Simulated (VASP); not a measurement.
# Li (Im-3m) in VASP: notebook

The runs below take Li through single point, with PBE.

All numbers are computed with VASP 6.6.1; they aren't measurements. Logs are shortened: lines on timing, memory, paths and dates and some standing lists are left out, and cuts for length are marked.

### Step 1. The crystal as given

The structure is cubic, space group Im-3m (No. 229). The conventional cell has a = 3.500 Å, b = 3.500 Å, c = 3.500 Å, α = 90.00°, β = 90.00°, γ = 90.00°. Li (site symmetry m-3m) is surrounded by 8 Li at 3.03 Å.

### Step 2. Single point, PBE

INCAR

```
ALGO     = Fast           # electronic algorithm
EDIFF    = 1E-6           # SCF threshold, eV
ENCUT    = 520            # plane-wave cutoff, eV
GGA      = PE             # functional
ISIF     = 2              # what is computed and relaxed
ISMEAR   = -1             # smearing method
LASPH    = True           # aspherical terms in the spheres
LCHARG   = False          # write CHGCAR
LREAL    = False          # projectors in reciprocal space
LWAVE    = False          # write WAVECAR
NBANDS   = 8              # bands
NELM     = 100            # most SCF steps
PREC     = Accurate       # precision mode
SIGMA    = 0.05           # smearing width, eV
```

KPOINTS

```
k-points
0
Gamma
  13 13 13
```

POSCAR

```
Li
1.0
   -1.7500000000      1.7500000000      1.7500000000
    1.7500000000     -1.7500000000      1.7500000000
    1.7500000000      1.7500000000     -1.7500000000
Li
1
Direct
    0.0000000000      0.0000000000      0.0000000000
```

Potentials or basis: VASP PAW PBE potentials, release 64 (Li_sv).

Run with:

```sh
$ cat potpaw_PBE.64/Li_sv/POTCAR > POTCAR
$ mpirun -np 1 vasp_std > vasp.out
```

OUTCAR:

```text
EDIFF = 1E-6
   ENCUT = 520
   GGA = PE
   ISIF = 2
   ISMEAR = -1
   LASPH = True
   LREAL = False
   NELM = 100
   PREC = Accurate

 ion  position               nearest neighbor table
   1  0.000  0.000  0.000-

  LATTYP: Found a body centered cubic cell.
 ALAT       =     3.5000000000

  Lattice vectors:

 A1 = (  -1.7500000000,   1.7500000000,   1.7500000000)
 A2 = (   1.7500000000,  -1.7500000000,   1.7500000000)
 A3 = (   1.7500000000,   1.7500000000,  -1.7500000000)

Analysis of symmetry for initial positions (statically):
=====================================================================
 Subroutine PRICEL returns:
 Original cell was already a primitive cell.

 Routine SETGRP: Setting up the symmetry group for a
 body centered cubic supercell.

 Subroutine GETGRP returns: Found 48 space group operations
 (whereof 48 operations were pure point group operations)
 out of a pool of 48 trial point group operations.

The static configuration has the point symmetry O_h .

Analysis of symmetry for dynamics (positions and initial velocities):
=====================================================================
 Subroutine PRICEL returns:
 Original cell was already a primitive cell.

 Routine SETGRP: Setting up the symmetry group for a
 body centered cubic supercell.

 Subroutine GETGRP returns: Found 48 space group operations
 (whereof 48 operations were pure point group operations)
 out of a pool of 48 trial point group operations.

The dynamic configuration has the point symmetry O_h .

 Subroutine INISYM returns: Found 48 space group operations
 (whereof 48 operations are pure point group operations),
 and found     1 'primitive' translations

----------------------------------------------------------------------------------------

                                     Primitive cell

  volume of cell :      21.4375

  direct lattice vectors                    reciprocal lattice vectors
    -1.750000000  1.750000000  1.750000000     0.000000000  0.285714286  0.285714286
     1.750000000 -1.750000000  1.750000000     0.285714286  0.000000000  0.285714286
     1.750000000  1.750000000 -1.750000000     0.285714286  0.285714286  0.000000000

  length of vectors
     3.031088913  3.031088913  3.031088913     0.404061018  0.404061018  0.404061018

  position of ions in fractional coordinates (direct lattice)
     0.000000000  0.000000000  0.000000000

  ion indices of the primitive-cell ions
   primitive index   ion index
                 1           1

----------------------------------------------------------------------------------------

 KPOINTS: k-points

Automatic generation of k-mesh.
 Grid dimensions read from file:
 generate k-points for:   13   13   13

 Generating k-lattice:

  Cartesian coordinates                     Fractional coordinates (reciprocal lattice)
     0.000000000  0.021978022  0.021978022     0.076923077  0.000000000  0.000000000
     0.021978022  0.000000000  0.021978022     0.000000000  0.076923077  0.000000000
     0.021978022  0.021978022  0.000000000     0.000000000  0.000000000  0.076923077

  Length of vectors
     0.031081617  0.031081617  0.031081617

  Shift w.r.t. Gamma in fractional coordinates (k-lattice)
     0.000000000  0.000000000  0.000000000

 Subroutine IBZKPT returns following result:
 ===========================================

 Found     84 irreducible k-points:

 Following reciprocal coordinates:
            Coordinates               Weight
  0.000000  0.000000  0.000000      1.000000
  0.076923  0.000000  0.000000     12.000000
  0.153846  0.000000  0.000000     12.000000
  0.230769  0.000000  0.000000     12.000000
  0.307692  0.000000  0.000000     12.000000
  0.384615  0.000000  0.000000     12.000000
[... 16 lines left out ...]
  0.153846  0.076923  0.076923     24.000000
  0.230769  0.076923  0.076923     24.000000
 [... further k-points ...]
   k-points           NKPTS =     84   k-points in BZ     NKDIM =     84   number of bands    NBANDS=      8
   number of dos      NEDOS =    301   number of ions     NIONS =      1
   total plane-waves  NPLWV =  13824
   dimension x,y,z NGX =    24 NGY =   24 NGZ =   24
   dimension x,y,z NGXF=    48 NGYF=   48 NGZF=   48
   ions per type =               1
   NGX,Y,Z   is equivalent  to a cutoff of  13.16, 13.16, 13.16 a.u.
   NGXF,Y,Z  is equivalent  to a cutoff of  26.33, 26.33, 26.33 a.u.
 SYSTEM =  unknown system
   PREC   = accura    normal or accurate (medium, high low for compatibility)
   ISTART =      0    job   : 0-new  1-cont  2-samecut
   ICHARG =      2    charge: 1-file 2-atom 10-const
   ISPIN  =      1    spin polarized calculation?
   LNONCOLLINEAR =      F non collinear calculations
   LSORBIT =      F    spin-orbit coupling
   LASPH  =      T    aspherical Exc in radial PAW
   ENCUT  =  520.0 eV  38.22 Ry    6.18 a.u.   5.64  5.64  5.64*2*pi/ulx,y,z
   NELM   =    100;   NELMIN=  2; NELMDL= -5     # of ELM steps
   EDIFF  = 0.1E-05   stopping-criterion for ELM
   LREAL  =      F    real-space projection
   EDIFFG = 0.1E-04   stopping-criterion for IOM
   NSW    =      0    number of steps for IOM
   IBRION =     -1    ionic relax: 0-MD 1-quasi-New 2-CG
   NFREE  =      0    steps in history (QN), initial steepest desc. (CG)
   ISIF   =      2    stress and relaxation
   ISYM   =      2    0-nonsym 1-usesym 2-fastsym
   POTIM  = 0.5000    time-step for ionic-motion
   TEBEG  =    0.0;   TEEND  =   0.0 temperature during run
   PSTRESS=    0.0 pullay stress
   NELECT =       3.0000    total number of electrons
   NUPDOWN=      -1.0000    fix difference up-down
   EMIN   =  10.00;   EMAX   =-10.00  energy-range for DOS
   EFERMI =   0.00;   METHOD = LEGACY
   ISMEAR =    -1;   SIGMA  =   0.05  broadening in eV -4-tet -1-fermi 0-gaus
   EFERMI_NEDOS =   21; number of points for ismear=-14 and -15
   IALGO  =     68    algorithm
   IMIX   =      4    mixing-type and parameters
     AMIX     =   0.40;   BMIX     =  1.00
     AMIX_MAG =   1.60;   BMIX_MAG =  1.00
  volume/ion in A,a.u.               =      21.44       144.67
  Fermi-wavevector in a.u.,A,eV,Ry     =   0.849944  1.606162  9.828924  0.722406
  Thomas-Fermi vector in A             =   1.965845
   LORBIT       =      0    0 simple, 1 ext, 2 COOP (PROOUT), +10 PAW based schemes
   GGA     = PE    functional components
   LHFCALC =     F    Hartree Fock is set to
   AEXX    =    0.0000 exact exchange contribution
   IVDW    =     0    specifies the selected vdW correction
   LEPSILON=     F    determine dielectric tensor
   LRPA    =     F    only Hartree local field effects (RPA)
 non-spin polarized calculation
 RMM-DIIS sequential band-by-band and
  energy-cutoff  :      520.00
  volume of cell :       21.44
 maximum number of plane-waves:       603
   NGX = 11   NGY = 11   NGZ = 11

 number of electron       2.9999990 magnetization

 Free energy of the ion-electron system (eV)
  ---------------------------------------------------
  ext. energy  EPLUGINS =         0.00000000
  ---------------------------------------------------
  free energy    TOTEN  =        -1.90483212 eV

  energy without entropy =       -1.90105311  energy(sigma->0) =       -1.90294262

 E-fermi :   0.5255     XC(G=0):  -6.9095

 val. band max:        0.4956920732   @ k =  -0.3846   0.4615   0.0769
 cond. band min:       0.5539458593   @ k =   0.4615   0.0000   0.0000
 fundamental gap:      0.0582537862
 Fermi energy:         0.5255004316

 k-point     1 :       0.0000    0.0000    0.0000
  band No.  band energies     occupation
      1     -46.1554      2.00000
      2      -3.0141      2.00000
      3      14.5022      0.00000
      4      14.5022      0.00000
      5      14.5022      0.00000
      6      19.1607      0.00000
      7      19.1607      0.00000
      8      19.1608      0.00000

 k-point     2 :       0.0769    0.0000    0.0000
  band No.  band energies     occupation
      1     -46.1544      2.00000
      2      -2.9041      2.00000
      3      13.7722      0.00000
      4      13.9861      0.00000
      5      14.3178      0.00000
      6      17.7444      0.00000
      7      17.9496      0.00000
      8      19.2745      0.00000

 k-point     3 :       0.1538    0.0000    0.0000
  band No.  band energies     occupation
      1     -46.1519      2.00000
      2      -2.5748      2.00000
      3      11.7857      0.00000
      4      12.9921      0.00000
      5      13.8156      0.00000
      6      16.5475      0.00000
      7      16.8096      0.00000
      8      18.9865      0.00000

 k-point     4 :       0.2308    0.0000    0.0000
  band No.  band energies     occupation
      1     -46.1485      2.00000
      2      -2.0268      2.00000
      3       9.4169      0.00000
      4      12.0324      0.00000
      5      13.1698      0.00000
      6      15.4022      0.00000
      7      16.5541      0.00000
      8      19.2927      0.00000

 k-point     5 :       0.3077    0.0000    0.0000
  band No.  band energies     occupation
      1     -46.1448      2.00000
      2      -1.2675      2.00000
      3       7.1641      0.00000
      4      11.2649      0.00000
      5      12.5706      0.00000
      6      14.5383      0.00000
      7      16.5861      0.00000
      8      20.0301      0.00000

 k-point     6 :       0.3846    0.0000    0.0000
  band No.  band energies     occupation
      1     -46.1417      2.00000
      2      -0.3368      2.00000
      3       5.2036      0.00000
      4      10.7388      0.00000
      5      12.1304      0.00000
      6      13.9612      0.00000
      7      16.7372      0.00000
      8      21.0481      0.00000

 k-point     7 :       0.4615    0.0000    0.0000
  band No.  band energies     occupation
      1     -46.1400      2.00000
      2       0.5539      0.72298
      3       3.7905      0.00000
      4      10.4726      0.00000
      5      11.9005      0.00000
      6      13.6723      0.00000
      7      16.8680      0.00000
      8      22.0433      0.00000
[... 133 lines left out ...]
 k-point    20 :       0.3846    0.2308    0.0000
  band No.  band energies     occupation
      1     -46.1383      2.00000
      2       1.6936      0.00000
      3       3.5220      0.00000
      4       7.0031      0.00000
      5      10.7254      0.00000
      6      17.4826      0.00000
      7      19.0974      0.00000
      8      20.3954      0.00000

 k-point    21 :       0.3077    0.3077    0.0000
  band No.  band energies     occupation
      1     -46.1380      2.00000
      2       2.0608      0.00000
      3       3.4010      0.00000
      4       6.4084      0.00000
      5      10.6785      0.00000
      6      18.3531      0.00000
      7      18.9170      0.00000
      8      19.9208      0.00000

 k-point    22 :       0.0769    0.0769    0.0769
  band No.  band energies     occupation
      1     -46.1505      2.00000
      2      -2.3555      2.00000
      3      11.8634      0.00000
      4      11.8634      0.00000
      5      11.9620      0.00000
      6      17.2316      0.00000
      7      17.2316      0.00000
      8      20.5061      0.00000

 k-point    23 :       0.1538    0.0769    0.0769
  band No.  band energies     occupation
      1     -46.1474      2.00000
      2      -1.8068      2.00000
      3       9.5080      0.00000
      4      10.8936      0.00000
      5      11.1667      0.00000
      6      17.3286      0.00000
      7      17.5125      0.00000
      8      20.3606      0.00000

 k-point    24 :       0.2308    0.0769    0.0769
  band No.  band energies     occupation
      1     -46.1440      2.00000
      2      -1.0440      2.00000
      3       7.2579      0.00000
      4      10.1193      0.00000
      5      10.5431      0.00000
      6      17.1366      0.00000
      7      17.7140      0.00000
      8      20.6669      0.00000

 [... further k-points ...]

------------------------ aborting loop because EDIFF is reached ----------------------------------------

  FORCE on cell =-STRESS in cart. coord.  units (eV):
  Direction    XX          YY          ZZ          XY          YZ          ZX
  --------------------------------------------------------------------------------------
  -------------------------------------------------------------------------------------
  Total       -0.1056820     -0.1056820     -0.1056820      0.0000000     -0.0000000      0.0000000
  in kB       -7.8983725     -7.8983725     -7.8983725      0.0000000     -0.0000000      0.0000000
  external PRESSURE =      -7.8983725 kB  Pullay stress =       0.0000000 kB

 VOLUME and BASIS-vectors are now :
 -----------------------------------------------------------------------------
  energy-cutoff  :      520.00
  volume of cell :       21.44
      direct lattice vectors                 reciprocal lattice vectors
    -1.750000000  1.750000000  1.750000000     0.000000000  0.285714286  0.285714286
     1.750000000 -1.750000000  1.750000000     0.285714286  0.000000000  0.285714286
     1.750000000  1.750000000 -1.750000000     0.285714286  0.285714286  0.000000000

 POSITION                                       TOTAL-FORCE (eV/Angst)
 -----------------------------------------------------------------------------------
      0.00000      0.00000      0.00000         0.000000     -0.000000      0.000000
 -----------------------------------------------------------------------------------
    total drift:                                0.000000      0.000000     -0.000000

  FREE ENERGIE OF THE ION-ELECTRON SYSTEM (eV)
  ---------------------------------------------------
  free  energy   TOTEN  =        -1.9048321191 eV

  energy  without entropy=       -1.9010531144  energy(sigma->0) =       -1.90294262
```

It took 7.8 s on 1 thread of Intel Xeon Platinum 8488C (Sapphire Rapids), shared host; peak memory 0.13 GiB.

Results:

```yaml
Free_energy: -1.9048 eV
Band_gap_on_the_k_mesh: none (metal or under the smearing width)
```

Levels at points of the mesh, in eV from the Fermi level:
| k point | band 1 | band 2 | band 3 | band 4 | band 5 |
| --- | --- | --- | --- | --- | --- |
| (0.00, 0.00, 0.00) | -46.68 | -3.54 | 13.98 | 13.98 | 13.98 |

Caveat: the cutoff is under 1.25 times the usual one of these potentials, so pressure, stress and relaxed cells hold a basis-set (Pulay) error.

### Step 3. Single point, PBE (volume scaled by 1.04)

INCAR

```
PREC = Accurate
ENCUT = 520
EDIFF = 1E-6
ISMEAR = -1
SIGMA = 0.05
LREAL = False
LASPH = True
NELM = 100
ALGO = Fast
ISIF = 2
LWAVE = False
LCHARG = False
GGA = PE
NBANDS = 8
```

KPOINTS

```
Automatic mesh
0
Gamma
  13 13 13
```

POSCAR

```
Li
1.0
   -1.7730289567      1.7730289567      1.7730289567
    1.7730289567     -1.7730289567      1.7730289567
    1.7730289567      1.7730289567     -1.7730289567
Li
1
Direct
    0.0000000000      0.0000000000      0.0000000000
```

Potentials or basis: VASP PAW PBE potentials, release 64 (Li_sv).

Run with:

```sh
$ cat potpaw_PBE.64/Li_sv/POTCAR > POTCAR
$ mpirun -np 1 vasp_std > vasp.out
```

Wall time 6.3 s (1 thread of Intel Xeon Platinum 8488C (Sapphire Rapids), shared host); peak memory 0.13 GiB.

The run converged. Its results:

```yaml
Free_energy: -1.9000 eV
Band_gap_on_the_k_mesh: none (metal or under the smearing width)
```

Levels at points of the mesh, in eV from the Fermi level:
```csv
k point,band 1,band 2,band 3,band 4,band 5,band 6
"(0.00, 0.00, 0.00)",-46.75,-3.49,13.59,13.59,13.59,18.17
```

Caveat: the cutoff is under 1.25 times the usual one of these potentials, so pressure, stress and relaxed cells hold a basis-set (Pulay) error.
